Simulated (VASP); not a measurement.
# MgS (F-43m) in VASP: further runs

The runs below take MgS through single point, with LDA.

All numbers are computed with VASP 6.6.1; they aren't measurements. Logs are shortened: lines on timing, memory, paths and dates and some standing lists are left out, and cuts for length are marked.

## Step 1: The crystal as given

It takes space group F-43m (No. 216, cubic). The conventional cell has a = 5.666 Å, b = 5.666 Å, c = 5.666 Å, α = 90.00°, β = 90.00°, γ = 90.00°. Around S (site symmetry -43m) lie 4 Mg at 2.45 Å. Around Mg (site symmetry -43m) lie 4 S at 2.45 Å.

The cell comes from a database or a generator and needn't be the stable form of this composition.

## Step 2: Single point, LDA

Contents of INCAR:

```
PREC = Accurate ; ENCUT = 300
EDIFF = 1E-6 ; ISMEAR = 0
SIGMA = 0.05 ; LREAL = False
LASPH = True ; NELM = 100
ALGO = Normal ; ISIF = 2
LWAVE = False ; LCHARG = False
ADDGRID = False
```

Contents of KPOINTS:

```
Automatic mesh
0
Gamma
  6 6 6
```

Contents of POSCAR:

```
MgS
1.0
    0.0000000000      2.8331200468      2.8331200468
    2.8331200468      0.0000000000      2.8331200468
    2.8331200468      2.8331200468      0.0000000000
S Mg
1 1
Direct
    0.2500000000      0.2500000000      0.2500000000
    0.0000000000      0.0000000000      0.0000000000
```

Potentials or basis: VASP PAW LDA potentials, release 64 (S, Mg).

Command:

```console
$ cat potpaw_LDA.64/S/POTCAR potpaw_LDA.64/Mg/POTCAR > POTCAR
$ mpirun -np 1 vasp_std > vasp.out
```

OUTCAR:

```text
PREC = Accurate
   ENCUT = 300
   EDIFF = 1E-6
   ISMEAR = 0
   LREAL = False
   LASPH = True
   NELM = 100
   ISIF = 2

 Found     16 irreducible k-points:

 Following reciprocal coordinates:
            Coordinates               Weight
  0.000000  0.000000  0.000000      1.000000
  0.166667  0.000000  0.000000      8.000000
  0.333333  0.000000  0.000000      8.000000
  0.500000  0.000000  0.000000      4.000000
  0.166667  0.166667  0.000000      6.000000
  0.333333  0.166667  0.000000     24.000000
   k-points           NKPTS =     16   k-points in BZ     NKDIM =     16   number of bands    NBANDS=      8
   number of dos      NEDOS =    301   number of ions     NIONS =      2
   total plane-waves  NPLWV =  13824
   dimension x,y,z NGX =    24 NGY =   24 NGZ =   24
   dimension x,y,z NGXF=    48 NGYF=   48 NGZF=   48
   ions per type =               1   1
   NGX,Y,Z   is equivalent  to a cutoff of   9.96,  9.96,  9.96 a.u.
   NGXF,Y,Z  is equivalent  to a cutoff of  19.92, 19.92, 19.92 a.u.
 SYSTEM =  unknown system
   PREC   = accura    normal or accurate (medium, high low for compatibility)
   ISTART =      0    job   : 0-new  1-cont  2-samecut
   ICHARG =      2    charge: 1-file 2-atom 10-const
   ISPIN  =      1    spin polarized calculation?
   LNONCOLLINEAR =      F non collinear calculations
   LSORBIT =      F    spin-orbit coupling
   LASPH  =      T    aspherical Exc in radial PAW
   ENCUT  =  300.0 eV  22.05 Ry    4.70 a.u.   5.66  5.66  5.66*2*pi/ulx,y,z
   NELM   =    100;   NELMIN=  2; NELMDL= -5     # of ELM steps
   EDIFF  = 0.1E-05   stopping-criterion for ELM
   LREAL  =      F    real-space projection
   EDIFFG = 0.1E-04   stopping-criterion for IOM
   NSW    =      0    number of steps for IOM
   IBRION =     -1    ionic relax: 0-MD 1-quasi-New 2-CG
   NFREE  =      0    steps in history (QN), initial steepest desc. (CG)
   ISIF   =      2    stress and relaxation
   ISYM   =      2    0-nonsym 1-usesym 2-fastsym
   POTIM  = 0.5000    time-step for ionic-motion
   TEBEG  =    0.0;   TEEND  =   0.0 temperature during run
   PSTRESS=    0.0 pullay stress
   NELECT =       8.0000    total number of electrons
   NUPDOWN=      -1.0000    fix difference up-down
   EMIN   =  10.00;   EMAX   =-10.00  energy-range for DOS
   EFERMI =   0.00;   METHOD = LEGACY
   ISMEAR =     0;   SIGMA  =   0.05  broadening in eV -4-tet -1-fermi 0-gaus
   EFERMI_NEDOS =   21; number of points for ismear=-14 and -15
   IALGO  =     38    algorithm
   IMIX   =      4    mixing-type and parameters
     AMIX     =   0.40;   BMIX     =  1.00
     AMIX_MAG =   1.60;   BMIX_MAG =  1.00
  volume/ion in A,a.u.               =      22.74       153.46
  Fermi-wavevector in a.u.,A,eV,Ry     =   0.917269  1.733386 11.447692  0.841382
  Thomas-Fermi vector in A             =   2.042218
   LORBIT       =      0    0 simple, 1 ext, 2 COOP (PROOUT), +10 PAW based schemes
   GGA     = CA    functional components
   LHFCALC =     F    Hartree Fock is set to
   AEXX    =    0.0000 exact exchange contribution
   IVDW    =     0    specifies the selected vdW correction
   LEPSILON=     F    determine dielectric tensor
   LRPA    =     F    only Hartree local field effects (RPA)
 non-spin polarized calculation
 Gauss-broadening in eV      SIGMA  =   0.05
  energy-cutoff  :      300.00
  volume of cell :       45.48
 maximum number of plane-waves:       544
 NGX is ok and might be reduce to    24
   NGX = 11   NGY = 11   NGZ = 11

 number of electron       7.9999994 magnetization

 Free energy of the ion-electron system (eV)
  ---------------------------------------------------
  ext. energy  EPLUGINS =         0.00000000
  ---------------------------------------------------
  free energy    TOTEN  =        -9.37552733 eV

  energy without entropy =       -9.37552733  energy(sigma->0) =       -9.37552733

 E-fermi :   1.0944     XC(G=0):  -8.7525

 val. band max:        0.8807537372   @ k =   0.0000   0.0000   0.0000
 cond. band min:       4.0628068609   @ k =   0.0000   0.0000   0.0000
 fundamental gap:      3.1820531236
 Fermi energy:         1.0943855820

 k-point     1 :       0.0000    0.0000    0.0000
  band No.  band energies     occupation
      1     -10.3505      2.00000
      2       0.8808      2.00000
      3       0.8808      2.00000
      4       0.8808      2.00000
      5       4.0628      0.00000
      6       8.6472      0.00000
      7       8.6472      0.00000
      8       8.6472      0.00000

 k-point     2 :       0.1667    0.0000    0.0000
  band No.  band energies     occupation
      1     -10.1961      2.00000
      2      -0.2297      2.00000
      3       0.7891      2.00000
      4       0.7891      2.00000
      5       5.0895      0.00000
      6       8.3785      0.00000
      7       8.9004      0.00000
      8       8.9004      0.00000

 k-point     3 :       0.3333    0.0000    0.0000
  band No.  band energies     occupation
      1      -9.8500      2.00000
      2      -1.7063      2.00000
      3       0.6231      2.00000
      4       0.6231      2.00000
      5       5.7710      0.00000
      6       8.6308      0.00000
      7       8.6308      0.00000
      8       8.8281      0.00000

 k-point     4 :       0.5000    0.0000    0.0000
  band No.  band energies     occupation
      1      -9.6525      2.00000
      2      -2.3239      2.00000
      3       0.5471      2.00000
      4       0.5471      2.00000
      5       5.7428      0.00000
      6       8.3421      0.00000
      7       8.3421      0.00000
      8       9.2402      0.00000

 k-point     5 :       0.1667    0.1667    0.0000
  band No.  band energies     occupation
      1     -10.1450      2.00000
      2      -0.2071      2.00000
      3       0.5723      2.00000
      4       0.5723      2.00000
      5       5.4299      0.00000
      6       7.7650      0.00000
      7       9.3780      0.00000
      8       9.3780      0.00000

 k-point     6 :       0.3333    0.1667    0.0000
  band No.  band energies     occupation
      1      -9.8607      2.00000
      2      -1.2892      2.00000
      3       0.2929      2.00000
      4       0.3572      2.00000
      5       6.1338      0.00000
      6       7.6458      0.00000
      7       8.4716      0.00000
      8       9.6103      0.00000

 [... further k-points ...]

------------------------ aborting loop because EDIFF is reached ----------------------------------------

  FORCE on cell =-STRESS in cart. coord.  units (eV):
  Direction    XX          YY          ZZ          XY          YZ          ZX
  --------------------------------------------------------------------------------------
  -------------------------------------------------------------------------------------
  Total       -0.7507931     -0.7507931     -0.7507931      0.0000000     -0.0000000     -0.0000000
  in kB      -26.4487978    -26.4487978    -26.4487978      0.0000000     -0.0000000     -0.0000000
  external PRESSURE =     -26.4487978 kB  Pullay stress =       0.0000000 kB

 VOLUME and BASIS-vectors are now :
 -----------------------------------------------------------------------------
  energy-cutoff  :      300.00
  volume of cell :       45.48
      direct lattice vectors                 reciprocal lattice vectors
     0.000000000  2.833120047  2.833120047    -0.176483874  0.176483874  0.176483874
     2.833120047  0.000000000  2.833120047     0.176483874 -0.176483874  0.176483874
     2.833120047  2.833120047  0.000000000     0.176483874  0.176483874 -0.176483874

 POSITION                                       TOTAL-FORCE (eV/Angst)
 -----------------------------------------------------------------------------------
      1.41656      1.41656      1.41656         0.000000      0.000000      0.000000
      0.00000      0.00000      0.00000        -0.000000     -0.000000     -0.000000
 -----------------------------------------------------------------------------------
    total drift:                                0.000000      0.000000      0.000000

  FREE ENERGIE OF THE ION-ELECTRON SYSTEM (eV)
  ---------------------------------------------------
  free  energy   TOTEN  =        -9.3755273342 eV

  energy  without entropy=       -9.3755273342  energy(sigma->0) =       -9.37552733
```

It took 2 s on 1 thread of Intel Xeon Platinum 8488C (Sapphire Rapids), shared host; peak memory 0.11 GiB.

These settings aren't checked as converged: the numbers below hold their error.

What came out:

| Property | Result |
| --- | --- |
| Free energy | -9.3755 eV |
| Pressure | -2.6 GPa |
| Band gap on the k mesh | 3.18 eV, direct |

Caveat: the cutoff is under 1.25 times the usual one of these potentials, so pressure, stress and relaxed cells hold a basis-set (Pulay) error.

## Step 3: Single point, LDA

INCAR is that of step 2.

KPOINTS is that of step 2.

Contents of POSCAR:

```
MgS
1.0
    0.0000000000      2.8331200468      2.8331200468
    2.8331200468      0.0000000000      2.8331200468
    2.8331200468      2.8331200468      0.0000000000
S Mg
1 1
Direct
    0.2346630000      0.2748010000      0.2357280000
   -0.0216520000      0.0237760000     -0.0317750000
```

Potentials or basis: VASP PAW LDA potentials, release 64 (S, Mg).

Command:

```console
$ cat potpaw_LDA.64/S/POTCAR potpaw_LDA.64/Mg/POTCAR > POTCAR
$ mpirun -np 1 vasp_std > vasp.out
```

It took 9.2 s on 1 thread of Intel Xeon Platinum 8488C (Sapphire Rapids), shared host; peak memory 0.13 GiB.

The run converged, but some of its settings lie outside the range that counts as converged, so its numbers aren't taken as properties of the crystal.

What came out:

```yaml
Free_energy: -9.3562 eV
Pressure: -2.5 GPa
Largest_force: 0.430 eV/Å
Band_gap_on_the_k_mesh: 3.06 eV, direct
```

Caveat: the cutoff is under 1.25 times the usual one of these potentials, so pressure, stress and relaxed cells hold a basis-set (Pulay) error.
